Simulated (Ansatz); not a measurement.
# S (Sulfur): the cost of one run

Program: the Python package of Ansatz 0.2.0. The levels of theory stand in the script. These are calculated values, not measurements.

### Step 1. The structure

The structure is trigonal, space group R-3m (No. 166). Conventional cell: a = 3.277 Å, b = 3.277 Å, c = 2.584 Å, α = 90.00°, β = 90.00°, γ = 120.00°. S (site symmetry -3m) has 6 S at 2.08 Å as nearest neighbours.

s.extxyz, read by the script:

```xyz
1
Lattice="1.6385 0.94598842 0.86133333 -1.6385 0.94598842 0.86133333 0.0 -1.89197683 0.86133333" Properties=species:S:1:pos:R:3 pbc="T T T"
S     0.00000000    0.00000000    0.00000000
```

### Step 2. The script

The input, s.py:

```python
import ansatz as az
import numpy as np

def edges_and_angles(cell):
    cell = np.asarray(cell)
    a, b, c = np.linalg.norm(cell, axis=1)
    cosines = cell[1] @ cell[2] / (b * c), cell[0] @ cell[2] / (a * c), cell[0] @ cell[1] / (a * b)
    return (a, b, c, *np.degrees(np.arccos(cosines)))


def main() -> None:
    cell = az.Crystal.from_extxyz("s.extxyz")

    calc = (
        cell.calculation()
        .occupations(az.OccupationsMethod.METHFESSEL_PAXTON, width=0.02)
        .kpoints(8)
        .scf(max_iterations=200, extra_bands=16)
        .relax(cell=True, force_tolerance=0.001)
    )

    levels = [("pbesol", "none"), ("revpbe", "d3bj"), ("pbe", "d3bj")]
    print("level            a       b       c    alpha   beta  gamma  V/atom  steps")
    for name, dispersion in levels:
        seen = []
        run = calc.functional(name, dispersion=dispersion).session().plan()
        done = run.execute(on_event=lambda e: seen.append(e) if e["event"] == "relax_step" else None)
        cell = done.lattice.cell_ang
        label = name if dispersion == "none" else f"{name}+{dispersion}"
        print("{:13s} {:7.4f} {:7.4f} {:7.4f} {:6.2f} {:6.2f} {:6.2f}".format(label, *edges_and_angles(cell)), f"{abs(np.linalg.det(cell)) / len(done.lattice.sites):7.3f} {len(seen):5d}")


if __name__ == "__main__":
    main()
```

### Step 3. The input behind the calls

The package turns the script's settings into the engine's input (first run):

```yaml
crystal:
  lattice:
    - [1.6385, 0.94598842, 0.86133333]
    - [-1.6385, 0.94598842, 0.86133333]
    - [0.0, -1.89197683, 0.86133333]
  atoms:
    - { symbol: S, position: [0.0, 0.0, 0.0] }
kpoints:
  mp_grid:
    grid: [8, 8, 8]
hamiltonian:
  xc: pbesol
  dispersion: none
scf:
  max_iter: 200
  n_extra_bands: 16
  occupations:
    method: methfessel_paxton
    width: 0.02
relax:
  f_tol: 0.001
  cell: {}
```

### Step 4. Launch

Run with:

```bash
$ python s.py
```

Q: Estimate wall time and peak memory on 1 thread of Arm Neoverse V1, shared host.

About 49 s, with a peak of 0.34 GiB.
